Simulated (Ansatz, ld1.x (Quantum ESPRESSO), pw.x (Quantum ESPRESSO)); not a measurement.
## titanium (Ti): one change to the TM potential, in the atom and in the fcc crystal

- Element: Ti
- Generator: ld1.x (Quantum ESPRESSO) 7.5
- Type: norm-conserving Troullier–Martins (Kleinman–Bylander form)
- Functional: PBE
- Relativity: scalar-relativistic
- Frozen core: [Ar]
- Valence charge: 4
- Reference configuration: 3d2 4s2 4p0
- Partial waves: 4s (bound): rc 2.75 bohr; 4p (bound, empty): rc 2.90 bohr; 3d (bound): rc 2.05 bohr
- Local potential: all-electron potential smoothed inside 2.20 bohr (lloc = -2)
- Core correction: a·sin(br)/r model core inside 1.45 bohr

Change: wave 3d (bound): rc 2.05 bohr becomes 3d (bound): rc 2.18 bohr.

Cutoffs, loose and tight: the cutoffs (Ry, on a coarse ladder) from which the occupation-weighted sum of valence levels, in a spherical-Bessel basis at the reference potential, stays within 10 and 1 mRy of its value at 400 Ry. They do not see the model core or the augmentation charge, which bear on the density cutoff. Test errors are all-electron minus pseudo excitation energies from the reference, over the configurations 3d2 4s1 4p0; 3d2 4s0 4p0; 3d1 4s0 4p0; 3d1 4s2 4p1; 3d2 4s0 4p1; 3d3 4s1 4p0; 3d3 4s0 4p0; variants that change the core or the reference have their own tests.

Crystal test: fcc Ti in pw.x 7.5, no spin, 14³ k-points, Fermi–Dirac smearing 0.01 Ry, cutoffs set for each file from its atomic test. The reference is all-electron LAPW (Ansatz 0.2.0) with the same functional, mesh and smearing; V0 and B0 come from Birch–Murnaghan fits to the pressures at five volumes. Errors are pseudo minus all-electron; Δ is the rms difference of the E(V) curves that follow from these fits, minima aligned, over ±6 % about the mean V0. Mesh and smearing are coarse, so the numbers serve the comparison and aren't converged zero-temperature values; the lattice is a test structure that the element need not adopt.

All-electron: a0 = 4.119 Å (V0 = 17.47 Å³/atom), B0 = 106.1 GPa.

**Question.** Does the change bring the crystal closer to the all-electron result?

**Answer.** The mean pressure error goes from -0.40 to -0.24 GPa, so the change moves the solid closer to the all-electron pressures. At 80 % of its cutoff the pressure of the base moves by -0.52 GPa.

| quantity | base | changed |
| --- | --- | --- |
| outcome (atom) | generated | generated |
| cutoff, loose (atom) | 50 Ry | 45 Ry |
| cutoff, tight (atom) | 60 Ry | 55 Ry |
| bound ghosts (atom) | none | none |
| largest test error (meV) (atom) | -353 | -314 |
| cutoffs in pw.x (Ry) | 75/300 | 70/280 |
| a0 (Å) | 4.113 | 4.115 |
| a0 error (%) | -0.13 | -0.08 |
| B0 error (%) | +1.8 | +1.9 |
| Δ (meV/atom) | 1.5 | 0.9 |
| mean pressure error (GPa) | -0.40 | -0.24 |

Base: The largest radius (2.90 bohr) exceeds half the bond length (2.75 bohr), so the spheres overlap, which is one possible source of error among others. Changed file: The largest radius (2.90 bohr) exceeds half the bond length (2.75 bohr), so the spheres overlap, which is one possible source of error among others. The atomic cutoffs weigh occupied waves only.
